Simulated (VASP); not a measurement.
# EuO (Fm-3m) in VASP: notebook, part 2 of 2

VASP 6.6.1.

### Step 4. Relaxation of cell and atoms, PBE, collinear spin, ferromagnetic start

This run uses another cell than the first one, of 16.17 Å³/atom, 0.950 times its volume.

File INCAR:

```
ALGO     = Normal         # electronic algorithm
AMIX     = 0.2          
AMIX_MAG = 0.8          
BMIX     = 1E-4         
BMIX_MAG = 1E-4         
EDIFF    = 1E-7           # SCF threshold, eV
EDIFFG   = -0.005         # ionic threshold
ENCUT    = 600            # plane-wave cutoff, eV
GGA      = PE             # functional
IBRION   = 2              # ionic algorithm
ISIF     = 3              # what is computed and relaxed
ISMEAR   = 1              # smearing method
ISPIN    = 2              # spin polarisation
LASPH    = T              # aspherical terms in the spheres
LCHARG   = F              # write CHGCAR
LMAXMIX  = 6              # l up to which the mixer works
LORBIT   = 11             # projections on sites
LREAL    = F              # projectors in reciprocal space
LWAVE    = F              # write WAVECAR
MAGMOM   = 7 0            # initial moments
NELM     = 150            # most SCF steps
NSW      = 90             # ionic steps
PREC     = Accurate       # precision mode
SIGMA    = 0.1            # smearing width, eV
```

File KPOINTS:

```
k-points
0
Gamma
  12 12 12
```

File POSCAR:

```
EuO                                     
1.0
    0.0000000000      2.5285757697      2.5285757697
    2.5285757697      0.0000000000      2.5285757697
    2.5285757697      2.5285757697      0.0000000000
  Eu              O             
     1     1
Direct
     0.0000000000000000    0.0000000000000000    0.0000000000000000
     0.5000000000000000    0.5000000000000000    0.5000000000000000
```

Potentials or basis: VASP PAW PBE potentials, release 64 (Eu, O).

On the command line:

```bash
cat potpaw_PBE.64/Eu/POTCAR potpaw_PBE.64/O/POTCAR > POTCAR
mpirun -np 1 vasp_std > vasp.out
```

OUTCAR:

```text
AMIX = 0.2
   AMIX_MAG = 0.8
   EDIFF = 1E-7
   EDIFFG = -0.005
   ENCUT = 600
   GGA = PE
   IBRION = 2
   ISIF = 3
   ISMEAR = 1
   ISPIN = 2
   LASPH = T
   LORBIT = 11
   LREAL = F
   NELM = 150
   NSW = 90
   PREC = Accurate

 ion  position               nearest neighbor table
   1  0.000  0.000  0.000-   2 2.53   2 2.53   2 2.53   2 2.53   2 2.53   2 2.53
   2  0.500  0.500  0.500-   1 2.53   1 2.53   1 2.53   1 2.53   1 2.53   1 2.53

  LATTYP: Found a face centered cubic cell.
 ALAT       =     5.0571515394

  Lattice vectors:

 A1 = (   0.0000000000,   2.5285757697,   2.5285757697)
 A2 = (   2.5285757697,   0.0000000000,   2.5285757697)
 A3 = (   2.5285757697,   2.5285757697,   0.0000000000)

Analysis of symmetry for initial positions (statically):
=====================================================================
 Subroutine PRICEL returns:
 Original cell was already a primitive cell.

 Routine SETGRP: Setting up the symmetry group for a
 face centered cubic supercell.

 Subroutine GETGRP returns: Found 48 space group operations
 (whereof 48 operations were pure point group operations)
 out of a pool of 48 trial point group operations.

The static configuration has the point symmetry O_h .

Analysis of symmetry for dynamics (positions and initial velocities):
=====================================================================
 Subroutine PRICEL returns:
 Original cell was already a primitive cell.

 Routine SETGRP: Setting up the symmetry group for a
 face centered cubic supercell.

 Subroutine GETGRP returns: Found 48 space group operations
 (whereof 48 operations were pure point group operations)
 out of a pool of 48 trial point group operations.

The dynamic configuration has the point symmetry O_h .

Analysis of structural, dynamic, and magnetic symmetry:
=====================================================================
 Subroutine PRICEL returns:
 Original cell was already a primitive cell.

 Routine SETGRP: Setting up the symmetry group for a
 face centered cubic supercell.
[... 153 lines left out ...]

  energy without entropy =      -22.04357746  energy(sigma->0) =      -22.04221999

 E-fermi :   5.0284     XC(G=0): -11.1424

 val. band max:        5.0179990997   @ k =  -0.0833   0.0833   0.0000
 cond. band min:       5.0318116610   @ k =  -0.4167   0.5000   0.0833
 fundamental gap:      0.0138125612
 Fermi energy:         5.0284106747

 spin component 1

 k-point     1 :       0.0000    0.0000    0.0000
  band No.  band energies     occupation
      1     -36.4749      1.00000
      2     -14.8112      1.00000
      3     -14.8112      1.00000
      4     -14.8112      1.00000
      5     -13.8991      1.00000
      6       1.0106      1.00000
[... 517 lines left out ...]
     18       9.7252      0.00000
     19      10.5208      0.00000

 [... further k-points ...]

 spin component 2

 k-point     1 :       0.0000    0.0000    0.0000
  band No.  band energies     occupation
      1     -33.4381      1.00000
      2     -13.9693      1.00000
      3     -12.5162      1.00000
      4     -12.5162      1.00000
      5     -12.5162      1.00000
      6       1.0993      1.00000
[... 517 lines left out ...]
     18      11.1449      0.00000
     19      11.6934      0.00000

 [... further k-points ...]

------------------------ aborting loop because EDIFF is reached ----------------------------------------

  FORCE on cell =-STRESS in cart. coord.  units (eV):
  Direction    XX          YY          ZZ          XY          YZ          ZX
  --------------------------------------------------------------------------------------
  -------------------------------------------------------------------------------------
  Total       -0.0029082     -0.0029082     -0.0029082      0.0000000      0.0000000      0.0000000
  in kB       -0.1441022     -0.1441022     -0.1441022      0.0000000      0.0000000      0.0000000
  external PRESSURE =      -0.1441022 kB  Pullay stress =       0.0000000 kB

 VOLUME and BASIS-vectors are now :
 -----------------------------------------------------------------------------
  energy-cutoff  :      600.00
  volume of cell :       32.33
      direct lattice vectors                 reciprocal lattice vectors
     0.000000000  2.528575770  2.528575770    -0.197739774  0.197739774  0.197739774
     2.528575770  0.000000000  2.528575770     0.197739774 -0.197739774  0.197739774
     2.528575770  2.528575770  0.000000000     0.197739774  0.197739774 -0.197739774

 POSITION                                       TOTAL-FORCE (eV/Angst)
 -----------------------------------------------------------------------------------
      0.00000      0.00000      0.00000         0.000000      0.000000      0.000000
      2.52858      2.52858      2.52858        -0.000000     -0.000000     -0.000000
 -----------------------------------------------------------------------------------
    total drift:                                0.000000      0.000000      0.000000

  FREE ENERGIE OF THE ION-ELECTRON SYSTEM (eV)
  ---------------------------------------------------
  free  energy   TOTEN  =       -22.0415412566 eV

  energy  without entropy=      -22.0435774613  energy(sigma->0) =      -22.04221999

 reached required accuracy - stopping structural energy minimisation

 total charge

# of ion       s       p       d       f       tot
--------------------------------------------------
    1        2.033   5.769   0.429   6.601  14.831
    2        1.553   3.412   0.000   0.000   4.964
--------------------------------------------------
tot          3.585   9.181   0.429   6.601  19.796

 magnetization (x)

# of ion       s       p       d       f       tot
--------------------------------------------------
    1       -0.012  -0.104   0.153   6.542   6.579
    2       -0.004  -0.093   0.000   0.000  -0.098
--------------------------------------------------
tot         -0.017  -0.198   0.153   6.542   6.481
```

CONTCAR:

```text
EuO
   1.00000000000000
     0.0000000000000000    2.5285757697000002    2.5285757697000002
     2.5285757697000002    0.0000000000000000    2.5285757697000002
     2.5285757697000002    2.5285757697000002    0.0000000000000000
  Eu              O
     1     1
Direct
     0.0000000000000000    0.0000000000000000    0.0000000000000000
     0.5000000000000000    0.5000000000000000    0.5000000000000000

  0.00000000E+00  0.00000000E+00  0.00000000E+00
  0.00000000E+00  0.00000000E+00  0.00000000E+00
```

Run time: 2.4 min. Hardware: 1 thread of Intel Xeon Platinum 8488C (Sapphire Rapids), shared host; peak memory 0.27 GiB.

Results:

* Free energy: -22.0415 eV
* Pressure after relaxing: 0.0 GPa
* Band gap on the k mesh: none (metal or under the smearing width)
* Net moment: 6.96 μB per cell
* Site moments: Eu +6.58; O -0.10 μB
* Valence electrons inside the program's atomic spheres: Eu 14.83; O 4.96

Final structure:
```xyz
2
Lattice="0.0000 2.5286 2.5286 2.5286 0.0000 2.5286 2.5286 2.5286 0.0000" Properties=species:S:1:pos:R:3 pbc="T T T"
Eu    0.0000    0.0000    0.0000
O     2.5286    2.5286    2.5286
```

Caveat: the relaxation stopped at its first step, so nothing moved; spin-orbit coupling is left out, which moves the levels of the heavy elements; a cell with one magnetic atom can't hold antiferromagnetic order, which such compounds often take; without U or exact exchange the open f shell lies at the Fermi level, which spoils levels, moments and volumes. The state reached can hang on the start; a lower one may exist.

### Step 5. How close it comes

Step 2. Measured gap of EuO: 1.115 eV (optical; 300 K; a printed reference work, monograph). This calculation gives 0.00 eV (-1.11 eV). So large a miss can be the level of theory's own, or it may mean another phase, state or a wrong row. Spin-orbit coupling on Eu is left out. The value is that of PBE on a finite k mesh, which can miss the band edges, without temperature or zero-point motion. Semilocal functionals fall short of measured gaps as a rule. The run's magnetic order (collinear spin, ferromagnetic start) needn't be the measured crystal's.
